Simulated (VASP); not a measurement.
Runs of VASP 6.6.1 on Cu2O. It takes space group Pn-3m (No. 224, cubic). The conventional cell has a = 4.231 Å, b = 4.231 Å, c = 4.231 Å, α = 90.00°, β = 90.00°, γ = 90.00°. Cu (site symmetry -3m) is surrounded by 2 O at 1.83 Å. Around O (site symmetry -43m) lie 4 Cu at 1.83 Å. 

```csv
task,level,cell,cutoff (eV),gap on the mesh (eV),pressure (GPa)
band structure,TB-mBJ,as given,520,0.84,-
band structure,r2SCAN,as given,520,0.81,(a)
relaxation of cell and atoms,PBEsol,relaxed,600,0.55,0.0
band structure,PBEsol,as given,520,0.55,0.2
```

Alike in all rows: potentials or basis VASP PAW PBE potentials, release 64 (Cu, O); no spin polarisation; k mesh 6 × 6 × 6; smearing gaussian 0.03 eV.

Question: Estimate the missing entries.

Answer: (a) 2.6.

Caveats: the PAW data sets were made with another functional, which shifts forces and pressure a little; the relaxation stopped at its first step, so nothing moved (some runs).

A k mesh can miss the band edges.
